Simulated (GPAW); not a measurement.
Crystal: TiSi.

```
Ti Si
1.0
     1.81618   -2.11762    0.00000
     1.81618    2.11762    0.00000
     0.00000    0.00000    3.80393
Ti Si
1 1
Direct
  0.50000 0.50000 0.00000
  0.00000 0.00000 0.50000
```

The cell comes from a database or a generator and needn't be the stable form of this composition.

| Item | Value |
| --- | --- |
| Program | GPAW 26.7.0 |
| Task | relaxation of cell and atoms |
| Functional | PBEsol |
| Dispersion | D3(BJ)+ATM |
| Potentials or basis | PAW data sets generated in the run's folder for this functional |
| Cutoff | 600 eV |
| Basis | pw |
| k mesh | 8 × 8 × 6 |
| Occupations | fermi-dirac, width 0.05 eV |
| Spin | no spin polarisation |

At the start: pressure -8.7 GPa; volume 14.63 Å³/atom.

**Question.** Where does the relaxation end?

**Answer.** Over 7 steps the energy falls by 30.8 meV/atom and the volume is 13.63 Å³/atom (-6.8 %); space group Cmmm (No. 65, to 0.05 Å).

Step by step:
```tsv
step	energy change (eV)	largest force (eV/Å)	pressure (GPa)	volume (Å³)
1	0.0000	0.0000	-8.74	29.26
2	-0.0226	0.0000	-6.62	28.76
3	-0.0496	0.0000	0.77	27.30
4	-0.0513	0.0000	0.39	27.35
5	-0.0600	0.0000	-0.72	27.44
6	-0.0616	0.0000	-0.38	27.33
7	-0.0616	0.0000	-0.08	27.26
```

Final structure:
```
CELL_PARAMETERS angstrom
1.79987 -1.99653 0.00000
1.79987 1.99653 0.00000
0.00000 0.00000 3.79318
ATOMIC_POSITIONS crystal
Ti 0.50000 0.50000 0.00000
Si 0.00000 0.00000 0.50000
```

Caveat: later steps reuse the first step's grids; pairwise dispersion overbinds metals, which lowers pressure and volume.
